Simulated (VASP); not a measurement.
# CdS (Hawleyite) (F-43m) in VASP: notebook, part 2 of 2

VASP 6.6.1.

**3. Band structure, PBE, non-collinear spin, zero start, spin-orbit coupling**

INCAR

```
PREC = Accurate
ENCUT = 520
EDIFF = 1E-6
ISMEAR = 0
SIGMA = 0.02
LREAL = False
LASPH = True
NELM = 60
ALGO = Normal
ISIF = 2
LWAVE = False
LCHARG = False
MAGMOM = 0 0 0 0 0 0
LORBIT = 11
LSORBIT = True
GGA_COMPAT = False
GGA = PE
```

KPOINTS

```
regular mesh
0
Gamma
  8 8 8
```

POSCAR

```
CdS
1.0
    0.0000000000      2.9165000000      2.9165000000
    2.9165000000      0.0000000000      2.9165000000
    2.9165000000      2.9165000000      0.0000000000
Cd S
1 1
Direct
    0.0000000000      0.0000000000      0.0000000000
    0.7500000000      0.7500000000      0.7500000000
```

KPOINTS_OPT

```
path GXWKGLUWLK,UX
20
line-mode
reciprocal
 0.0000000000  0.0000000000  0.0000000000  G
 0.5000000000  0.0000000000  0.5000000000  X

 0.5000000000  0.0000000000  0.5000000000  X
 0.5000000000  0.2500000000  0.7500000000  W

 0.5000000000  0.2500000000  0.7500000000  W
 0.3750000000  0.3750000000  0.7500000000  K

 0.3750000000  0.3750000000  0.7500000000  K
 0.0000000000  0.0000000000  0.0000000000  G

 0.0000000000  0.0000000000  0.0000000000  G
 0.5000000000  0.5000000000  0.5000000000  L

 0.5000000000  0.5000000000  0.5000000000  L
 0.6250000000  0.2500000000  0.6250000000  U

 0.6250000000  0.2500000000  0.6250000000  U
 0.5000000000  0.2500000000  0.7500000000  W

 0.5000000000  0.2500000000  0.7500000000  W
 0.5000000000  0.5000000000  0.5000000000  L

 0.5000000000  0.5000000000  0.5000000000  L
 0.3750000000  0.3750000000  0.7500000000  K

 0.6250000000  0.2500000000  0.6250000000  U
 0.5000000000  0.0000000000  0.5000000000  X
```

Potentials or basis: VASP PAW PBE potentials, release 64 (Cd, S).

Started as:

```bash
> cat potpaw_PBE.64/Cd/POTCAR potpaw_PBE.64/S/POTCAR > POTCAR
> mpirun -np 1 vasp_ncl > vasp.out
```

OUTCAR:

```text
PREC = Accurate
   ENCUT = 520
   EDIFF = 1E-6
   ISMEAR = 0
   LREAL = False
   LASPH = True
   NELM = 60
   ISIF = 2
   LORBIT = 11
   LSORBIT = True
   GGA = PE

 ion  position               nearest neighbor table
   1  0.000  0.000  0.000-   2 2.53   2 2.53   2 2.53   2 2.53
   2  0.750  0.750  0.750-   1 2.53   1 2.53   1 2.53   1 2.53

  LATTYP: Found a face centered cubic cell.
 ALAT       =     5.8330000000

  Lattice vectors:

 A1 = (   0.0000000000,   2.9165000000,   2.9165000000)
 A2 = (   2.9165000000,   0.0000000000,   2.9165000000)
 A3 = (   2.9165000000,   2.9165000000,   0.0000000000)

Analysis of symmetry for initial positions (statically):
=====================================================================
 Subroutine PRICEL returns:
 Original cell was already a primitive cell.

 Routine SETGRP: Setting up the symmetry group for a
 face centered cubic supercell.

 Subroutine GETGRP returns: Found 24 space group operations
 (whereof 24 operations were pure point group operations)
 out of a pool of 48 trial point group operations.

The static configuration has the point symmetry T_d .

Analysis of symmetry for dynamics (positions and initial velocities):
=====================================================================
 Subroutine PRICEL returns:
 Original cell was already a primitive cell.

 Routine SETGRP: Setting up the symmetry group for a
 face centered cubic supercell.

 Subroutine GETGRP returns: Found 24 space group operations
 (whereof 24 operations were pure point group operations)
 out of a pool of 48 trial point group operations.

The dynamic configuration has the point symmetry T_d .

Analysis of structural, dynamic, and magnetic symmetry:
=====================================================================
 Subroutine PRICEL returns:
 Original cell was already a primitive cell.

 Routine SETGRP: Setting up the symmetry group for a
 face centered cubic supercell.

 Subroutine GETGRP returns: Found 24 space group operations
 (whereof 24 operations were pure point group operations)
 out of a pool of 48 trial point group operations.

The overall configuration has the point symmetry T_d .

 Subroutine INISYM returns: Found 24 space group operations
 (whereof 24 operations are pure point group operations),
 and found     1 'primitive' translations

----------------------------------------------------------------------------------------

                                     Primitive cell

  volume of cell :      49.6153

  direct lattice vectors                    reciprocal lattice vectors
     0.000000000  2.916500000  2.916500000    -0.171438368  0.171438368  0.171438368
     2.916500000  0.000000000  2.916500000     0.171438368 -0.171438368  0.171438368
[... 130 lines left out ...]
  ext. energy  EPLUGINS =         0.00000000
  ---------------------------------------------------
  free energy    TOTEN  =        -6.15074987 eV

  energy without entropy =       -6.15074987  energy(sigma->0) =       -6.15074987

 E-fermi :   1.4787     XC(G=0):  -9.1503

 val. band max:        1.3283051031   @ k =   0.0000   0.0000   0.0000
 cond. band min:       2.4631616890   @ k =   0.0000   0.0000   0.0000
 fundamental gap:      1.1348565859
 Fermi energy:         1.4786843450

 k-point     1 :       0.0000    0.0000    0.0000
  band No.  band energies     occupation
      1     -11.0573      1.00000
      2     -11.0573      1.00000
      3      -6.6754      1.00000
      4      -6.6754      1.00000
      5      -6.6754      1.00000
      6      -6.6754      1.00000
[... 685 lines left out ...]
     25       9.7386      0.00000
     26       9.7453      0.00000

 [... further k-points ...]

------------------------ aborting loop because EDIFF is reached ----------------------------------------

  FORCE on cell =-STRESS in cart. coord.  units (eV):
  Direction    XX          YY          ZZ          XY          YZ          ZX
  --------------------------------------------------------------------------------------
  -------------------------------------------------------------------------------------
  Total        0.9752527      0.9752527      0.9752527      0.0000000      0.0000000      0.0000000
  in kB       31.4928370     31.4928370     31.4928370      0.0000000      0.0000000      0.0000000
  external PRESSURE =      31.4928370 kB  Pullay stress =       0.0000000 kB

 VOLUME and BASIS-vectors are now :
 -----------------------------------------------------------------------------
  energy-cutoff  :      520.00
  volume of cell :       49.62
      direct lattice vectors                 reciprocal lattice vectors
     0.000000000  2.916500000  2.916500000    -0.171438368  0.171438368  0.171438368
     2.916500000  0.000000000  2.916500000     0.171438368 -0.171438368  0.171438368
     2.916500000  2.916500000  0.000000000     0.171438368  0.171438368 -0.171438368

 POSITION                                       TOTAL-FORCE (eV/Angst)
 -----------------------------------------------------------------------------------
      0.00000      0.00000      0.00000        -0.000000     -0.000000     -0.000000
      4.37475      4.37475      4.37475         0.000000      0.000000      0.000000
 -----------------------------------------------------------------------------------
    total drift:                               -0.000000     -0.000000     -0.000000

  FREE ENERGIE OF THE ION-ELECTRON SYSTEM (eV)
  ---------------------------------------------------
  free  energy   TOTEN  =        -6.1507498730 eV

  energy  without entropy=       -6.1507498730  energy(sigma->0) =       -6.15074987

 Spin-Orbit-Coupling matrix elements

 Ion:    1  E_soc:     -0.0569896
 l=   1
     0.0000000    -0.0024868    -0.0024868
    -0.0024868     0.0000000    -0.0024868
    -0.0024868    -0.0024868     0.0000000
 l=   2
     0.0000000    -0.0014314     0.0000000    -0.0014314    -0.0055801
    -0.0014314     0.0000000    -0.0041851    -0.0014314    -0.0013950
     0.0000000    -0.0041851     0.0000000    -0.0041851     0.0000000
    -0.0014314    -0.0014314    -0.0041851     0.0000000    -0.0013950
    -0.0055801    -0.0013950     0.0000000    -0.0013950     0.0000000
 l=   3
     0.0000000     0.0000000     0.0000000     0.0000000     0.0000000     0.0000000     0.0000000
     0.0000000     0.0000000     0.0000000     0.0000000     0.0000000     0.0000000     0.0000000
     0.0000000     0.0000000     0.0000000     0.0000000     0.0000000     0.0000000     0.0000000
     0.0000000     0.0000000     0.0000000     0.0000000     0.0000000     0.0000000     0.0000000
     0.0000000     0.0000000     0.0000000     0.0000000     0.0000000     0.0000000     0.0000000
     0.0000000     0.0000000     0.0000000     0.0000000     0.0000000     0.0000000     0.0000000
     0.0000000     0.0000000     0.0000000     0.0000000     0.0000000     0.0000000     0.0000000

 Ion:    2  E_soc:     -0.0021234
 l=   1
     0.0000000    -0.0003539    -0.0003539
    -0.0003539     0.0000000    -0.0003539
    -0.0003539    -0.0003539     0.0000000
 l=   2
     0.0000000     0.0000000     0.0000000     0.0000000     0.0000000
     0.0000000     0.0000000     0.0000000     0.0000000     0.0000000
     0.0000000     0.0000000     0.0000000     0.0000000     0.0000000
     0.0000000     0.0000000     0.0000000     0.0000000     0.0000000
     0.0000000     0.0000000     0.0000000     0.0000000     0.0000000
 l=   3
     0.0000000     0.0000000     0.0000000     0.0000000     0.0000000     0.0000000     0.0000000
     0.0000000     0.0000000     0.0000000     0.0000000     0.0000000     0.0000000     0.0000000
     0.0000000     0.0000000     0.0000000     0.0000000     0.0000000     0.0000000     0.0000000
     0.0000000     0.0000000     0.0000000     0.0000000     0.0000000     0.0000000     0.0000000
     0.0000000     0.0000000     0.0000000     0.0000000     0.0000000     0.0000000     0.0000000
     0.0000000     0.0000000     0.0000000     0.0000000     0.0000000     0.0000000     0.0000000
     0.0000000     0.0000000     0.0000000     0.0000000     0.0000000     0.0000000     0.0000000

 total charge

# of ion       s       p       d       tot
------------------------------------------
    1        0.427   0.328   9.565  10.319
    2        1.323   2.404   0.000   3.727
--------------------------------------------------
tot          1.750   2.732   9.565  14.046

 magnetization (x)

# of ion       s       p       d       tot
------------------------------------------
    1        0.000   0.000  -0.000   0.000
    2        0.000   0.000   0.000   0.000
--------------------------------------------------
tot          0.000   0.000  -0.000   0.000

 magnetization (y)

# of ion       s       p       d       tot
------------------------------------------
    1        0.000  -0.000   0.000  -0.000
    2        0.000   0.000   0.000   0.000
--------------------------------------------------
tot          0.000  -0.000   0.000  -0.000

 magnetization (z)

# of ion       s       p       d       tot
------------------------------------------
    1       -0.000   0.000  -0.000  -0.000
    2       -0.000   0.000   0.000   0.000
--------------------------------------------------
tot         -0.000   0.000  -0.000  -0.000
```

Wall time 7.8 min (1 thread of Intel Xeon Platinum 8488C (Sapphire Rapids), shared host); peak memory 0.37 GiB.

What came out:

| Property | Result |
| --- | --- |
| Free energy | -6.1507 eV |
| Pressure | 3.1 GPa |
| Net moment | 0.00 μB per cell |
| Valence electrons inside the program's atomic spheres | Cd 10.32; S 3.73 |

Moments on the atoms (μB; x, y, z):
```
Cd  0.00 0.00 0.00
S   0.00 0.00 0.00
```
